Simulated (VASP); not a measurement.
KF:

```
K F
1.0
    -1.86845    1.86845    2.73077
     1.86845   -1.86845    2.73077
     1.86845    1.86845   -2.73077
K F
1 1
Direct
  0.95322 0.95322 0.00000
  0.54678 0.54678 0.00000
```

The cell was built by a generator and needn't be a form met in nature.

| Item | Value |
| --- | --- |
| Program | VASP 6.6.1 |
| Task | relaxation of cell and atoms |
| Functional | PBE |
| Potentials or basis | VASP PAW PBE potentials, release 64 (K_sv, F) |
| Cutoff | 600 eV |
| k mesh | 6 × 6 × 6 |
| Occupations | gaussian, width 0.1 eV |
| Spin | no spin polarisation |

At the start: pressure 5.5 GPa; volume 19.07 Å³/atom.

Task: Where does the relaxation end?

Result: Over 18 steps the energy falls by 136.5 meV/atom and the volume is 19.83 Å³/atom (+4.0 %); space group Fm-3m (No. 225, to 0.05 Å).

Step by step:
| step | energy change (eV) | largest force (eV/Å) | pressure (GPa) | volume (Å³) |
| --- | --- | --- | --- | --- |
| 1 | 0.0000 | 1.5431 | 5.51 | 38.13 |
| 2 | -0.2174 | 0.1979 | 0.00 | 41.80 |
| 3 | -0.2192 | 0.1627 | -0.20 | 42.06 |
| 4 | -0.2200 | 0.1012 | -0.55 | 42.59 |
| 5 | -0.2201 | 0.1147 | -0.45 | 42.44 |
| 6 | -0.2201 | 0.1246 | -0.41 | 42.35 |
| 7 | -0.2225 | 0.1266 | -0.25 | 42.01 |
| 8 | -0.2283 | 0.1306 | 0.28 | 40.99 |
| 9 | -0.2318 | 0.1409 | 1.51 | 38.99 |
| 10 | -0.2327 | 0.1403 | 1.53 | 38.93 |
| 11 | -0.2354 | 0.1407 | 1.58 | 38.76 |
| 12 | -0.2405 | 0.1382 | 1.73 | 38.41 |
| 13 | -0.2487 | 0.1156 | 2.04 | 37.70 |
| 14 | -0.2362 | 0.0858 | 3.43 | 36.26 |
| 15 | -0.2500 | 0.1003 | 2.28 | 37.39 |
| 16 | -0.2591 | 0.0805 | 1.74 | 37.88 |
| 17 | -0.2726 | 0.0152 | 0.36 | 39.36 |
| 18 | -0.2730 | 0.0012 | 0.13 | 39.65 |

Final structure:
```yaml
crystal:
  lattice:
    - [-1.91765, 1.91765, 2.69578]
    - [1.91765, -1.91765, 2.69578]
    - [1.91765, 1.91765, -2.69578]
  atoms:
    - { symbol: K, position: [0.99991, 0.99991, 0.00000] }
    - { symbol: F, position: [0.50009, 0.50009, 0.00000] }
```
